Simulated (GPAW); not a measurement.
# TiO (P-6m2) in GPAW: convergence with k mesh

Aim: find how far k mesh must go before the results for TiO settle, at PBEsol. This setting moves, with any that are tied to it; all else stays.

Everything below comes from runs of GPAW 26.7.0. Logs are shortened: lines on timing, memory, paths and dates and some standing lists are left out, and cuts for length are marked. The log counts tension as positive stress, the text compression.

### 1 Starting point

Symmetry: P-6m2, No. 187, hexagonal system. Conventional cell: a = 3.031 Å, b = 3.031 Å, c = 3.238 Å, α = 90.00°, β = 90.00°, γ = 120.00°. Around Ti (site symmetry -6m2) lie 6 O at 2.38 Å. O (site symmetry -6m2) is surrounded by 6 Ti at 2.38 Å.

### 2 With k mesh 2 × 2 × 2

run.py reads:

```python
from ase import Atoms
from ase.dft.bandgap import bandgap
from ase.io import write
from ase.units import GPa
from gpaw import GPAW, PW, setup_paths

setup_paths.insert(0, '.')

atoms = Atoms(['Ti', 'O'],
              cell=[[3.031, 0.0, 0.0],
                    [-1.5155, 2.6249229989, 0.0],
                    [0.0, 0.0, 3.2377]],
              scaled_positions=[[0.6666666667, 0.3333333333, 0.0],
                                [0.0, 0.0, 0.5]],
              pbc=True)

calc = GPAW(mode=PW(800),
            xc='PBEsol',
            kpts={'size': (2, 2, 2), 'gamma': True},
            occupations={'name': 'fermi-dirac', 'width': 0.05},
            nbands=19,
            convergence={'density': 1e-05, 'energy': 1e-05},
            maxiter=100,
            txt='gpaw.txt')
atoms.calc = calc
energy = atoms.get_potential_energy()
forces = atoms.get_forces()
stress = atoms.get_stress()
calc.write('gs.gpw')
write('result.traj', atoms)
print(f'Energy: {energy:.6f} eV')
print('Forces (eV/A):')
print(forces.round(4))
print('Stress (GPa):', (stress / GPa).round(3))
print('Fermi level:', round(calc.get_fermi_level(), 4), 'eV')
print(f'Gap: {bandgap(calc)[0]:.4f} eV, direct: {bandgap(calc, direct=True)[0]:.4f} eV')
```

Potentials or basis: PAW data sets generated in the run's folder for this functional, pw.

Started as:

```
$ gpaw-setup -f PBEsol O Ti
$ OMP_NUM_THREADS=1 python run.py
```

gpaw.txt:

```text
__  _  _
 | _ |_)|_||  |
 |__||  | ||/\| - 26.7.0

Input parameters:
  mode=PW(ecut=800.0),
  convergence={'density': 1e-05, 'energy': 1e-05},
  kpts=MonkhorstPack(size=(2, 2, 2), gamma=True),
  maxiter=100,
  nbands=19,
  occupations=Occupations(name='fermi-dirac', width=0.05),
  xc=XC(name='PBEsol')

Diagonalizing LCAO Hamiltonian
Converting LCAO to pw mode

       O

            Ti

Atoms  # Å, Bohr magnetons
|   | symbol |        x |        y |        z |    initial magnetic moments |
|---|--------|----------|----------|----------|-----------------------------|
| 0 |     Ti | 1.515500 | 0.874974 | 0.000000 | ( 0.0000,  0.0000,  0.0000) |
| 1 |      O | 0.000000 | 0.000000 | 1.618850 | ( 0.0000,  0.0000,  0.0000) |

Unit cell  # Å
| periodic |         x |        y |        z |  lengths |     angles |
|----------|-----------|----------|----------|----------|------------|
|      yes |  3.031000 | 0.000000 | 0.000000 | 3.031000 |  90.000000 |
|      yes | -1.515500 | 2.624923 | 0.000000 | 3.031000 |  90.000000 |
|      yes |  0.000000 | 0.000000 | 3.237700 | 3.237700 | 120.000000 |

Number of symmetries: 12
Symmetry operations  # r_c * U_cc + t_c -> r_c
|    | kind |            matrix            |
|----|------|------------------------------|
|  0 |  σ   |  1, 1, 0,  0,-1, 0,  0, 0, 1 |
|  1 |  C2  |  1, 1, 0,  0,-1, 0,  0, 0,-1 |
|  2 |  E   |  1, 0, 0,  0, 1, 0,  0, 0, 1 |
|  3 |  σ   |  1, 0, 0,  0, 1, 0,  0, 0,-1 |
|  4 |  C3  |  0, 1, 0, -1,-1, 0,  0, 0, 1 |
|  5 |  S3  |  0, 1, 0, -1,-1, 0,  0, 0,-1 |
|  6 |  σ   |  0,-1, 0, -1, 0, 0,  0, 0, 1 |
|  7 |  C2  |  0,-1, 0, -1, 0, 0,  0, 0,-1 |
|  8 |  σ   | -1, 0, 0,  1, 1, 0,  0, 0, 1 |
|  9 |  C2  | -1, 0, 0,  1, 1, 0,  0, 0,-1 |
| 10 |  C3  | -1,-1, 0,  1, 0, 0,  0, 0, 1 |
| 11 |  S3  | -1,-1, 0,  1, 0, 0,  0, 0,-1 |

BZ-sampling:
  Number of BZ points: 8
  Number of IBZ points: 4

  Monkhorst-Pack size: [2, 2, 2]
  Monkhorst-Pack shift: [0.25, 0.25, 0.25]

K-points  # in reciprocal-cell coordinates
|   |                                coordinates |     weight |
|---|--------------------------------------------|------------|
| 0 | (  0.00000000,   0.00000000,   0.00000000) | 0.12500000 |
| 1 | (  0.00000000,   0.00000000,   0.50000000) | 0.12500000 |
| 2 | (  0.50000000,   0.50000000,   0.00000000) | 0.37500000 |
| 3 | (  0.50000000,   0.50000000,   0.50000000) | 0.37500000 |

Plane wave coefficients: 1328
Cutoff: 800.0 eV

Spin-components: 1 (collinear spins)
Bands:           19
Projectors:      11
Spin-degeneracy: 2
Datatype:        complex128

Parallelization:
  kpt:    1
  domain: 1
  band:   1

Density:
  Valence electrons: 18.0
  Components: 1
  Grid points: [20 20 24]
  Charge: 0.0  # |e|

Potential:
  Grid points: [20 20 24]

species:
  Ti:
    name:    Titanium
    Z:       22.0
    valence: 12
    core:    10
    charge:  0.0  # [|e|]
    compensation charges:
      type: gauss
      rc: 0.38  # [Å]
      lmax: 2
    cutoffs:
      filter: 2.23  # [Å]
      core: 1.02  # [Å]
    projectors
    | kind |    occ | energy [eV] | rcut [Å] |
    |------|--------|-------------|----------|
    |   3s |  2.000 |     -62.441 |    1.270 |
    |   4s |  2.000 |      -4.477 |    1.270 |
    |   3p |  6.000 |     -38.776 |    1.058 |
    |   4p |  0.000 |      -1.449 |    1.058 |
    |   3d |  2.000 |      -4.275 |    1.058 |
    |    d |        |      22.937 |    1.058 |

    Using partial waves for Ti as LCAO basis

  O:
    name:    Oxygen
    Z:       8.0
    valence: 6
    core:    2
    charge:  0.0  # [|e|]
    compensation charges:
      type: gauss
      rc: 0.21  # [Å]
      lmax: 2
    cutoffs:
      filter: 1.17  # [Å]
      core: 0.83  # [Å]
    projectors
    | kind |    occ | energy [eV] | rcut [Å] |
    |------|--------|-------------|----------|
    |   2s |  2.000 |     -23.808 |    0.688 |
    |   2p |  4.000 |      -8.972 |    0.598 |
    |    s |        |       3.404 |    0.688 |
    |    p |        |      18.239 |    0.598 |
    |    d |        |       0.000 |    0.619 |

    Using partial waves for O as LCAO basis

Reference energy: -25231.714584  # eV

eigensolver:
  PPCG
  Converge bands: occupied
  niter=2

density mixing:
  MSR1-Mixer
  Pratt-step length: 0.05
  Maximum mixing coefficient: 0.75
  Old densities: 10
  SVD Regularization: 0.005
  Good broyden scale: 1.0
  Trust region scale: 1.0
  Backstep threshold: 4.0
  History deletion threshold: 6.0
  Fourier metric: weight=20.0, sigma=0.015

occupation numbers:
  Fermi-Dirac:
    width: 0.0500  # eV

poisson solver:
  ecut: 6400.0  # eV

xc functional:
  name: PBEsol with 2 nearest neighbor stencil

convergence criteria:
[... 6 lines left out ...]
|iter     | |      energy | eigst |  dens |
|---------|-|-------------|-------|-------|
|iter:   1| |  -18.052097 | -0.08 |       |
|iter:   2| |  -17.562258 | -2.40 | -0.99 |
|iter:   3| |  -16.828534 | -1.54 | -1.06 |
|iter:   4| |  -16.769707 | -2.61 | -1.46 |
|iter:   5| |  -16.775020 | -3.06 | -1.71 |
|iter:   6| |  -16.773384 | -3.65 | -2.24 |
|iter:   7| |  -16.772990 | -4.58 | -2.46 |
|iter:   8| |  -16.772996 | -6.24 | -3.46 |
|iter:   9| |  -16.772998c| -7.17 | -3.92 |
|iter:  10| |  -16.772998c| -8.13c| -4.86 |
|iter:  11| |  -16.772998c| -8.67c| -5.35c|

Converged in 11 steps
Energy contributions relative to reference atoms: (reference = -25231.714584)

Energy contributions:
  Kinetic:          -5.569077
  Coulomb:           0.613871
  Zero:              0.253452
  External:          0.000000
  Xc:              -12.059319
  Entropy:          -0.023849
  Spinorbit:         0.000000
  ----------------------------
  Free energy:     -16.784922
  Extrapolated:    -16.772998

dipole moment: (-1.775041, -8.806962, -10.335247)  # |e|*Ang

Fermi level: 7.957
Eigenvalues  # (at kpt = [0.000, 0.000, 0.000])
| band index |      eig [eV] | occ [0-2] |
|------------|---------------|-----------|
|          0 |       -49.929 |     2.000 |
|          1 |       -26.377 |     2.000 |
|          2 |       -25.979 |     2.000 |
|          3 |       -25.979 |     2.000 |
|          4 |       -11.413 |     2.000 |
|          5 |         3.697 |     2.000 |
[... 9 lines left out ...]
|         15 |        21.979 |     0.000 |
|         16 |        23.605 |     0.000 |
|        ... |               |           |
|         18 |        25.562 |     0.000 |

No gap
No difference between direct/indirect transitions

Forces  # eV/Ang
|       x |       y |       z |
|---------|---------|---------|
| 0.00000 | 0.00000 | 0.00000 |  # Ti   0
| 0.00000 | 0.00000 | 0.00000 |  # O    1

Stress tensor  # eV/Ang^3
|         x |        y |        z |
|-----------|----------|----------|
|  0.248133 | 0.000000 | 0.000000 |
| -0.000000 | 0.248133 | 0.000000 |
|  0.000000 | 0.000000 | 0.304443 |

# Writing to gs.gpw (mode='')
```

stdout:

```text
Energy: -16.772998 eV
Forces (eV/A):
[[0. 0. 0.]
 [0. 0. 0.]]
Stress (GPa): [39.755 39.755 48.777  0.     0.     0.   ]
Fermi level: 7.9575 eV
Gap: 0.0000 eV, direct: 0.0000 eV
```

Wall time 4.3 s (1 thread of AMD EPYC 9R14 (Zen 4), shared host); peak memory 0.14 GiB.

What came out:

* Free energy: -16.7849 eV
* Pressure: -42.8 GPa
* Band gap on the k mesh: none (metal or under the smearing width)

### 3 With k mesh 3 × 3 × 3

Changes to run.py since step 2:

```diff
@@ -18,3 +18,3 @@
             xc='PBEsol',
-            kpts={'size': (2, 2, 2), 'gamma': True},
+            kpts={'size': (3, 3, 3), 'gamma': True},
             occupations={'name': 'fermi-dirac', 'width': 0.05},
```

Potentials or basis: PAW data sets generated in the run's folder for this functional, pw.

Started as:

```
$ gpaw-setup -f PBEsol O Ti
$ OMP_NUM_THREADS=1 python run.py
```

Run time: 4.5 s. Hardware: 1 thread of AMD EPYC 9R14 (Zen 4), shared host; peak memory 0.15 GiB.

What came out:

- Free energy: -16.5674 eV
- Pressure: -39.9 GPa
- Band gap on the k mesh: 0.24 eV, indirect (least direct gap 0.30 eV)

### 4 With k mesh 4 × 4 × 4

Changes to run.py since step 3:

```diff
@@ -18,3 +18,3 @@
             xc='PBEsol',
-            kpts={'size': (3, 3, 3), 'gamma': True},
+            kpts={'size': (4, 4, 4), 'gamma': True},
             occupations={'name': 'fermi-dirac', 'width': 0.05},
```

Started as:

```
$ gpaw-setup -f PBEsol O Ti
$ OMP_NUM_THREADS=1 python run.py
```

Wall time 5.6 s (1 thread of AMD EPYC 9R14 (Zen 4), shared host); peak memory 0.15 GiB.

Results:

* Free energy: -16.5783 eV
* Pressure: -40.0 GPa
* Band gap on the k mesh: none (metal or under the smearing width)

### 5 With k mesh 5 × 5 × 4

Changes to run.py since step 4:

```diff
@@ -18,3 +18,3 @@
             xc='PBEsol',
-            kpts={'size': (4, 4, 4), 'gamma': True},
+            kpts={'size': (5, 5, 4), 'gamma': True},
             occupations={'name': 'fermi-dirac', 'width': 0.05},
```

Started as:

```
$ gpaw-setup -f PBEsol O Ti
$ OMP_NUM_THREADS=1 python run.py
```

Run time: 6.1 s. Hardware: 1 thread of AMD EPYC 9R14 (Zen 4), shared host; peak memory 0.15 GiB.

The run converged. Its results:

| Item | Value |
| --- | --- |
| Free energy | -16.6257 eV |
| Pressure | -40.2 GPa |
| Band gap on the k mesh | none (metal or under the smearing width) |

### 6 With k mesh 6 × 6 × 5

Changes to run.py since step 5:

```diff
@@ -18,3 +18,3 @@
             xc='PBEsol',
-            kpts={'size': (5, 5, 4), 'gamma': True},
+            kpts={'size': (6, 6, 5), 'gamma': True},
             occupations={'name': 'fermi-dirac', 'width': 0.05},
```

Potentials or basis: PAW data sets generated in the run's folder for this functional, pw.

Started as:

```
$ gpaw-setup -f PBEsol O Ti
$ OMP_NUM_THREADS=1 python run.py
```

Wall time 7.3 s (1 thread of AMD EPYC 9R14 (Zen 4), shared host); peak memory 0.15 GiB.

The run converged. Its results:

```
Free energy            : -16.6302 eV
Pressure               : -40.3 GPa
Band gap on the k mesh : 0.16 eV, indirect (least direct gap 0.23 eV)
```

### 7 With k mesh 8 × 8 × 6

Changes to run.py since step 6:

```diff
@@ -18,3 +18,3 @@
             xc='PBEsol',
-            kpts={'size': (6, 6, 5), 'gamma': True},
+            kpts={'size': (8, 8, 6), 'gamma': True},
             occupations={'name': 'fermi-dirac', 'width': 0.05},
```

Started as:

```
$ gpaw-setup -f PBEsol O Ti
$ OMP_NUM_THREADS=1 python run.py
```

It took 11 s on 1 thread of AMD EPYC 9R14 (Zen 4), shared host; peak memory 0.16 GiB.

Results (log left out):

```
Free energy            : -16.6272 eV
Pressure               : -40.3 GPa
Band gap on the k mesh : none (metal or under the smearing width)
```

### 8 With k mesh 9 × 9 × 7

Changes to run.py since step 7:

```diff
@@ -18,3 +18,3 @@
             xc='PBEsol',
-            kpts={'size': (8, 8, 6), 'gamma': True},
+            kpts={'size': (9, 9, 7), 'gamma': True},
             occupations={'name': 'fermi-dirac', 'width': 0.05},
```

Started as:

```
$ gpaw-setup -f PBEsol O Ti
$ OMP_NUM_THREADS=1 python run.py
```

Wall time 12 s (1 thread of AMD EPYC 9R14 (Zen 4), shared host); peak memory 0.17 GiB.

It converged, with:

```
Free energy            : -16.6279 eV
Pressure               : -40.3 GPa
Band gap on the k mesh : 0.13 eV, direct
```

### 9 With k mesh 11 × 11 × 9

Changes to run.py since step 8:

```diff
@@ -18,3 +18,3 @@
             xc='PBEsol',
-            kpts={'size': (9, 9, 7), 'gamma': True},
+            kpts={'size': (11, 11, 9), 'gamma': True},
             occupations={'name': 'fermi-dirac', 'width': 0.05},
```

Potentials or basis: PAW data sets generated in the run's folder for this functional, pw.

Started as:

```
$ gpaw-setup -f PBEsol O Ti
$ OMP_NUM_THREADS=1 python run.py
```

Run time: 18 s. Hardware: 1 thread of AMD EPYC 9R14 (Zen 4), shared host; peak memory 0.19 GiB.

It converged, with:

| Property | Result |
| --- | --- |
| Free energy | -16.6279 eV |
| Pressure | -40.3 GPa |
| Band gap on the k mesh | none (metal or under the smearing width) |

### 10 With k mesh 13 × 13 × 11

Changes to run.py since step 9:

```diff
@@ -18,3 +18,3 @@
             xc='PBEsol',
-            kpts={'size': (11, 11, 9), 'gamma': True},
+            kpts={'size': (13, 13, 11), 'gamma': True},
             occupations={'name': 'fermi-dirac', 'width': 0.05},
```

Started as:

```
$ gpaw-setup -f PBEsol O Ti
$ OMP_NUM_THREADS=1 python run.py
```

Run time: 26 s. Hardware: 1 thread of AMD EPYC 9R14 (Zen 4), shared host; peak memory 0.22 GiB.

Results (log left out):

| Quantity | Value |
| --- | --- |
| Free energy | -16.6279 eV |
| Pressure | -40.3 GPa |
| Band gap on the k mesh | none (metal or under the smearing width) |

### 11 The series at a glance

```
      k mesh  energy less the tightest run, at zero smearing (meV/atom)  pressure (GPa)  gap on the mesh (eV)  SCF cycles  CPU time (s)  peak memory (GiB)
   2 × 2 × 2                                                     -72.74          -42.76                 0.000          11           4.2               0.14
   3 × 3 × 3                                                      31.71          -39.91                 0.238          10           4.5               0.15
   4 × 4 × 4                                                      25.66          -39.95                 0.000          10           5.6               0.15
   5 × 5 × 4                                                       1.67          -40.21                 0.000          10           6.1               0.15
   6 × 6 × 5                                                      -0.76          -40.27                 0.162          10           7.3               0.15
   8 × 8 × 6                                                       0.40          -40.28                 0.000          10            11               0.16
   9 × 9 × 7                                                       0.18          -40.28                 0.132          10            12               0.17
 11 × 11 × 9                                                       0.01          -40.29                 0.000          10            18               0.19
13 × 13 × 11                                                       0.00          -40.29                 0.000          10            26               0.22
```

Against the tightest run, the energy stays within 1 meV/atom from 6 × 6 × 5 on; the pressure stays within 0.1 GPa from 5 × 5 × 4 on; the gap on the mesh stays within 0.01 eV from 11 × 11 × 9 on. Meshes of other sizes hit other points, so gaps and Fermi surfaces needn't settle smoothly. The tightest run that finished is the yardstick and may itself not be fully converged.

Caveats: a pressure of tens of GPa on the cell as given is suspect, and the run, the potentials or the cell itself is likely at fault; semilocal functionals often make such compounds metallic where correlation or magnetic order opens a gap, which also shifts bond lengths.
